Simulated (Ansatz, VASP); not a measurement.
## Two plane-wave programs on SiC

```
Si C
1.0
     2.58238    0.00000    0.00000
    -1.29119    2.23641    0.00000
     0.00000    0.00000    4.85002
Si C
1 1
Direct
  0.00000 0.00000 0.00000
  0.00000 0.00000 0.50000
```

Alike in both runs: task single point; functional PBE; k mesh 6 × 6 × 4; occupations gaussian, width 0.1 eV; no spin polarisation.

|  | VASP | Ansatz |
| --- | --- | --- |
| version | VASP 6.6.1 | Ansatz 0.2.0 |
| potentials or method | VASP PAW PBE potentials, release 64 (Si, C) | scalar-relativistic, plane waves, PAW |
| plane-wave cutoff (eV) | 520 | 420 |
| valence electrons in the cell | 8 | 8 |

```csv
,VASP,Ansatz,Ansatz less VASP
gap on the k mesh at the Fermi level (eV),none,none,-
pressure (GPa),-23.6,-23.6,0.00
largest component of the traceless stress (GPa),15.61,15.67,+0.063
```

A gap of «none» marks a metal or a gap that the smearing closes.

Caveats: the k mesh is coarse (spacing up to 0.47 Å⁻¹), so the values aren't converged; so large a pressure means that the cell lies far from this level's equilibrium, or that cutoff or potentials fall short (VASP).
